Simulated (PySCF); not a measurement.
# InP under changes of volume

One of the cells (25.167 Å³/atom); the others are scaled copies at fixed shape and fractional positions:

```
In P
1.0
     0.00000    2.93050    2.93050
     2.93050    0.00000    2.93050
     2.93050    2.93050    0.00000
In P
1 1
Cartesian
  0.0000 0.0000 0.0000
  4.3957 4.3957 4.3957
```

| Property | Result |
| --- | --- |
| Program | PySCF 2.14.0 |
| Functional | PBEsol |
| Potentials or basis | DZVP-MOLOPT-SR/GTH-PBE (potentials made for PBE) |
| k mesh | 3 × 3 × 3 |
| Occupations | fermi-dirac, width 0.05 eV |
| Spin | no spin polarisation |

```csv
volume (Å³/atom),energy over the lowest point (meV/atom),gap on the mesh (eV)
23.657,54.60,0.87
24.160,?,?
24.663,17.47,0.65
25.167,7.28,0.54
25.670,0.93,0.43
26.173,0.00,0.33
26.677,2.92,0.23
```

Problem. What does the run at 24.160 Å³/atom give?

Solution. Energy over the lowest point 33.04 meV/atom; gap on the mesh 0.76 eV.

Worked out: A Birch-Murnaghan fit of order 3 (a polynomial in V^(-2/3)) to the other rows has its minimum at 26.07 Å³/atom with B0 = V·E''(V) = 71 GPa (rough, since the energies scatter). It gives 33.37 meV/atom at 24.160 Å³/atom, against the run's 33.04. A straight line through the other rows of the gap, of slope -5.35 eV per unit of ln V (its deformation potential), gives 0.76 eV, against the run's 0.76.

Energies are extrapolated to zero smearing.

Caveats: all runs use coarse meshes; the potentials were made for another functional, which shifts forces and pressure; spin-orbit coupling is left out, which moves the levels of the heavy elements; the basis of atomic orbitals isn't converged, which shifts pressures, moduli and gaps.
